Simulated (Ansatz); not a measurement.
Bulk crystal (Ga2O3) after relaxation:

```xyz
10
Lattice="2.4923 1.4389 4.4807 -2.4923 1.4389 4.4807 0.0000 -2.8779 4.4807" Properties=species:S:1:pos:R:3 pbc="T T T"
Ga    0.0000    0.0000    4.7773
Ga    0.0000    0.0000    1.9437
Ga    0.0000    0.0000    8.6647
Ga    0.0000    0.0000   11.4983
O    -0.9788    1.4389    7.8412
O    -0.7567   -1.5672    7.8412
O     1.7356    0.1282    7.8412
O     0.9788   -1.4389    5.6008
O     0.7567    1.5672    5.6008
O    -1.7356   -0.1282    5.6008
```

Miller indices refer to the conventional cell of R-3c (No. 167), a = 4.985 Å, b = 4.985 Å, c = 13.442 Å, α = 90.00°, β = 90.00°, γ = 120.00°. The bulk's gap is 3.55 eV.

Consider the (001) slab of 19 planes, 13.4 Å thick with 15 Å of vacuum as cut; outer planes O (top) and O (bottom), all atoms relaxed.

Theory: Ansatz, DFT r2SCAN, scalar-relativistic, plane waves, PAW. Plane waves to 500 eV, a k mesh through Γ of 6×6×1 on the computed 33-atom cell and Gaussian smearing (0.05 eV); no spin polarisation. A dipole correction removes the field between periodic images along c.

The slab isn't stoichiometric (Ga4O7), so its surface energy depends on the chemical potentials; it is given with the excess atoms taken from the element's standard state, a limit at which the compound may itself be unstable, so the figure can be too low. This cut of an insulator is polar or leaves open shells, so the slab is metallic here; real surfaces compensate by reconstruction or adsorbates.

(1) Estimate the surface energy with the excess atoms taken from the elements.

(2) Give the gap of the slab on the mesh.

(3) Give the work function.

(4) The top two planes lie 0.824 Å apart in the bulk. How does relaxation change this?

Spin polarisation was left out, and a magnetic state may lie lower.

## Answers

(1) 4.66 J/m².

(2) None (metal or semimetal).

(3) 9.62 eV.

(4) The spacing becomes 0.974 Å (+18.3 %).

The reference crystal is a form of Ga2O3, which isn't its usual structure.